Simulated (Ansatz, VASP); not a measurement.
## One calculation of Be, two programs

```
CELL_PARAMETERS angstrom
0.00000 1.77176 1.77176
1.77176 0.00000 1.77176
1.77176 1.77176 0.00000
ATOMIC_POSITIONS crystal
Be 0.00000 0.00000 0.00000
```

Alike in both runs: task relaxation of cell and atoms; functional PBE; k mesh 20 × 20 × 20; occupations fermi-dirac, width 0.08 eV; no spin polarisation.

|  | VASP | Ansatz |
| --- | --- | --- |
| version | VASP 6.6.1 | Ansatz 0.2.0 |
| potentials or method | VASP PAW PBE potentials, release 64 (Be) | PAW with Ansatz's default frozen-core files, scalar-relativistic |
| plane-wave cutoff (eV) | 600 | 420 |
| valence electrons in the cell | 2 | 2 |

```csv
,VASP,Ansatz,Ansatz less VASP
relaxed volume (Å³/atom),7.88,7.87,-0.004
relaxed cell length with the largest relative difference (Å),2.233,2.233,-0.0004
energy change over the relaxation (meV/atom),-296,-298,-1.3
```

Caveats: the volume moved by over 15 % at a fixed basis, so the end points are rough (VASP).
